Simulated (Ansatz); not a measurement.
Runs of Ansatz 0.2.0 on Au. The structure is cubic, space group Pm-3m (No. 221). The conventional cell has a = 2.748 Å, b = 2.748 Å, c = 2.748 Å, α = 90.00°, β = 90.00°, γ = 90.00°. Au (site symmetry m-3m) has 6 Au at 2.75 Å as nearest neighbours. The cell was built by a generator and needn't be a form met in nature.

| level | gap on the mesh (eV) | pressure (GPa) | relaxed volume (Å³/atom) |
| --- | --- | --- | --- |
| PBEsol+D4 | none | 0.0 | 19.14 |
| BLYP+D3(BJ) | none | 0.0 | 20.34 |
| revPBE+D3(BJ) | none | 0.0 | 19.73 |
| revPBE+D4 | none | 0.0 | 19.94 |
| PBEsol+D3(BJ) | none | 0.0 | (b) |
| RPBE+D3(BJ) | none | 0.0 | 17.26 |
| RPBE+D4 | none | 0.0 | (a) |

Alike in all rows: task relaxation of cell and atoms; potentials or basis Ansatz PAW; no spin polarisation; cell relaxed; k mesh 10 × 10 × 10; cutoff (eV) 420; smearing fermi-dirac 0.05 eV.

Problem. Estimate the missing entries.

Solution. (a) 19.86; (b) 18.87.

Caveats: the plane-wave basis is chosen anew once the cell has moved, so the energies of steps on either side of that aren't comparable; pairwise dispersion overbinds metals, which lowers pressure and volume; the PAW data sets come from PBE, with cores solved anew for the run's functional, which leaves a small shift of forces and pressure; the volume moved by over 15 % at a fixed basis, so the end points are rough (some runs).

A k mesh can miss the band edges, and the runs leave out spin-orbit coupling on Au.

A gap of «none» marks a metal or a gap under the smearing width.

Runs at the PBE level aren't shown here.
